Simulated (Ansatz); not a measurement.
**Two Ansatz runs on Sr**

The cell is COD entry 1540836, as deposited and not checked against the literature; nothing was relaxed.

First run: DFT, PBE, PAW with Ansatz's default frozen-core files, scalar-relativistic (Ansatz 0.2.0).

Command: `ansatz run input.yaml --threads 1 --pin off --max-ram 2048MiB --backend cpu --events-out ev --progress --plain --runs-dir out` The run took 2 s on 1 thread of Arm Neoverse V2, on a shared host, peak memory 0.31 GiB.

```yaml
crystal:
  lattice:
    - [4.3100002207, 0.0, 0.0]
    - [-2.1550001104, 3.7325696814, 0.0]
    - [0.0, 0.0, 7.05]
  atoms:
    - { symbol: Sr, position: [0.3333333333, 0.6666666667, 0.25] }
    - { symbol: Sr, position: [0.6666666667, 0.3333333333, 0.75] }
kpoints:
  mp_grid: { grid: [10, 10, 5] }
scf:
  occupations: { method: fermi_dirac, width: 0.08 }
hamiltonian:
  xc: pbe
  pseudopotentials: { kind: paw }
output:
  forces: true
  stress: true
  eigenvalues: true
  efg: { contact_densities: true }
basis:
  ecutwfc: 250
```

Result: converged; pressure -0.27 GPa; no gap on the k mesh; 6 SCF iterations.

The input is then changed:

```diff
@@ -13,5 +13,5 @@
 hamiltonian:
   xc: pbe
-  pseudopotentials: { kind: paw }
+  pseudopotentials: { kind: paw_fr }
 output:
   forces: true
@@ -21,3 +21,6 @@
 basis:
   ecutwfc: 250
+magnetization:
+  noncollinear: true
+  spin_orbit: true
```

(1) Predict the outcome of the changed run.

Answers

(1) It converged; pressure -0.28 GPa; no gap on the k mesh; 6 SCF iterations.
